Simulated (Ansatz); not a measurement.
**TaN under changes of volume**

One of the cells (10.813 Å³/atom); the others are scaled copies at fixed shape and fractional positions:

```
Ta N
1.0
     0.00000    2.21132    2.21132
     2.21132    0.00000    2.21132
     2.21132    2.21132    0.00000
Ta N
1 1
Direct
  0.50000 0.50000 0.50000
  0.00000 0.00000 0.00000
```

The cell comes from a database or a generator and needn't be the stable form of this composition.

```yaml
Program: Ansatz 0.2.0
Functional: PBEsol
Dispersion: D3(BJ)
Potentials_or_basis: Ansatz PAW
Cutoff: "420 eV (not typed: the program's choice for these potentials)"
k_mesh: 10 × 10 × 10
Occupations: fermi-dirac, width 0.05 eV
Spin: no spin polarisation
```

| volume (Å³/atom) | energy over the lowest point (meV/atom) | pressure (GPa) |
| --- | --- | --- |
| 10.164 | 0.00 | 3.5 |
| 10.381 | 0.68 | -4.3 |
| 10.597 | 11.36 | -11.3 |
| 10.813 | 30.98 | -17.6 |
| 11.030 | 58.65 | -23.2 |
| 11.246 | ? | ? |
| 11.462 | 134.45 | -32.6 |

Question: What does the run at 11.246 Å³/atom give?

Answer: Energy over the lowest point 93.38 meV/atom; pressure -28.1 GPa.

Worked out: A Birch-Murnaghan fit of order 3 (a polynomial in V^(-2/3)) to the other rows has its minimum at 10.26 Å³/atom with B0 = V·E''(V) = 374 GPa and B' = 4.4. It gives 93.38 meV/atom at 11.246 Å³/atom, against the run's 93.38, and -dE/dV = -28.2 GPa, against -28.1.

Energies are extrapolated to zero smearing.

Caveats: pairwise dispersion overbinds metals, which lowers pressure and volume; the PAW data sets come from PBE, with cores solved anew for the run's functional, which leaves a small shift of forces and pressure.
